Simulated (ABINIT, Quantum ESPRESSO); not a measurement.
This is a calculation of Co for ABINIT 10.8.3 (patched build). 

Contents of run.abi:

```
# Pseudopotentials
pp_dirpath "./"
pseudos "Co.GGA_PBE-JTH.xml"

# Structure
acell 3*1.0
rprim
     4.6714027971     0.0000000000     0.0000000000
    -2.3357013986     4.0455534936     0.0000000000
     0.0000000000     0.0000000000     7.5988610189
ntypat 1
znucl 27
natom 2
typat 1 1
xcart
     1.2359999517     0.7136049047     3.0158580600
    -0.0000000001     1.4272098096     1.0052860200 Angstrom

# Plane-wave basis
ecut 26.0
pawecutdg 48.0
pawxcdev 0

# k points
kptopt 1
ngkpt 12 12 7
nshiftk 1
shiftk 0.0 0.0 0.0

# Exchange and correlation
ixc -116133

# Bands and occupations
nband 22
occopt 3
tsmear 0.05 eV

# Spin
nsppol 2
spinat
     0.0000000000     0.0000000000     2.0000000000
     0.0000000000     0.0000000000     2.0000000000

# SCF cycle
nstep 100
tolvrs 1.0e-9

# Output
iomode 3
prtwf 0
prtden 0
prteig 0
prtebands 0
```

Potentials or basis: JTH PAW PBE v2.0.

Command:

```console
$ abinit run.abi > log 2>&1
```

Task: Translate it to Quantum ESPRESSO 7.5. Potentials or basis there: GBRV 1.5 PBEsol, cutoff 762 eV.

Result: As run (cutoffs and basis follow the program's own potentials, and thresholds, step limits or extra output files can differ):

The input pw.in:

```
&CONTROL
  calculation = 'scf'
  prefix = 'pwscf'
  outdir = './tmp'
  pseudo_dir = './pseudo'
  tprnfor = .true.
  tstress = .true.
  disk_io = 'low'
/
&SYSTEM
  ibrav = 0
  celldm(1) = 8
  nat = 2
  ntyp = 1
  ecutwfc = 56
  ecutrho = 448
  nbnd = 28
  occupations = 'smearing'
  smearing = 'fd'
  degauss = 0.00367493
  nspin = 2
  starting_magnetization(1) = 0.1176
/
&ELECTRONS
  conv_thr = 4d-10
  electron_maxstep = 120
  mixing_beta = 0.3
/
ATOMIC_SPECIES
Co    58.9332 co_pbesol_v1.2.uspp.F.UPF
CELL_PARAMETERS alat
  0.5839253496437   0.0000000000000   0.0000000000000
 -0.2919626748218   0.5056941866995   0.0000000000000
  0.0000000000000   0.0000000000000   0.9498576273575
ATOMIC_POSITIONS crystal
Co     0.6666666667    0.3333333333    0.7500000000
Co     0.3333333333    0.6666666667    0.2500000000
K_POINTS automatic
12 12 7 0 0 0
```

pp_density.in

```
&INPUTPP
  prefix = 'pwscf'
  outdir = './tmp'
  filplot = 'density.dat'
  plot_num = 0
/
&PLOT
  nfile = 1
  filepp(1) = 'density.dat'
  iflag = 3
  output_format = 6
  fileout = 'density.cube'
/
```

The input pp_potential.in:

```
&INPUTPP
  prefix = 'pwscf'
  outdir = './tmp'
  filplot = 'potential.dat'
  plot_num = 11
/
&PLOT
  nfile = 1
  filepp(1) = 'potential.dat'
  iflag = 3
  output_format = 6
  fileout = 'potential.cube'
/
```

Contents of pp_spin.in:

```
&INPUTPP
  prefix = 'pwscf'
  outdir = './tmp'
  filplot = 'spin.dat'
  plot_num = 6
/
&PLOT
  nfile = 1
  filepp(1) = 'spin.dat'
  iflag = 3
  output_format = 6
  fileout = 'spin.cube'
/
```

Potentials or basis: GBRV 1.5 PBEsol.

Launch:

```console
$ OMP_NUM_THREADS=1 mpirun -n 2 pw.x -nk 2 -in pw.in > pw.out
$ OMP_NUM_THREADS=1 mpirun -n 1 pp.x -in pp_density.in > pp_density.out
$ OMP_NUM_THREADS=1 mpirun -n 1 pp.x -in pp_potential.in > pp_potential.out
$ OMP_NUM_THREADS=1 mpirun -n 1 pp.x -in pp_spin.in > pp_spin.out
```

Both were run:

|  | ABINIT | Quantum ESPRESSO |
| --- | --- | --- |
| Pressure | -4.8 GPa | -5.4 GPa |
| Net moment | 3.20 μB per cell | 3.29 μB per cell |
| Valence electrons inside the program's atomic spheres | Co 15.57 (radii [1.1161] Å) | Co 15.58 |

ABINIT's potentials were made for PBE.

The magnetic state is the one that the start led to; the real crystal's order can differ.

Pressure is positive in compression.
